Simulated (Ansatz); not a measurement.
**GaN: energy along a strain**

GaN, F-43m, a = 4.507 Å (as given, not relaxed at this level: 5.0 GPa). This isn't the usual stable structure of the compound. Ansatz: PBE, PAW, 420 eV, Γ-centred 10×10×10 mesh on 2 atoms, Gaussian smearing 0.05 eV; no spin polarisation. Cell vectors (Å): 0.000 2.254 2.254; 2.254 0.000 2.254; 2.254 2.254 0.000. The cell is strained by x per cent times the pattern (0 0 1 0 0 0) in the order xx yy zz yz xz xy (engineering shears), with fractional coordinates held. y is the free energy over the start, V0 = 11.444 Å³/atom.

| x (%) | y (meV/atom) |
| --- | --- |
| -6.00 | ? |
| -4.50 | 36.45 |
| -3.00 | 19.69 |
| -1.50 | 7.58 |
| 0.00 | 0.00 |
| 1.50 | -3.24 |
| 3.00 | -2.14 |
| 4.50 | 3.13 |
| 5.25 | 7.28 |
| 6.00 | 12.46 |

**Question.** Fit y = c1 x + c2 x² + c3 x³ to the other rows, get the stiffness along the pattern, and predict the missing energy.

**Answer.** Least squares on the rows shown. y = −3.5928 x + 0.97683 x² − 0.0053531 x³. The clamped-ion stiffness p·C·p = 2 × 9.768 eV × 160.2 / 11.444 Å³ = 273 GPa, which is C33 in these axes (C11 of the cubic crystal) (second derivative at the start, which stands under stress). At x = -6.00 the fit asked for gives 57.88 meV/atom. The run gave 57.89 meV/atom, so the fit is 0.01 meV/atom too low, within the rms miss on the fitted rows (0.02 meV/atom).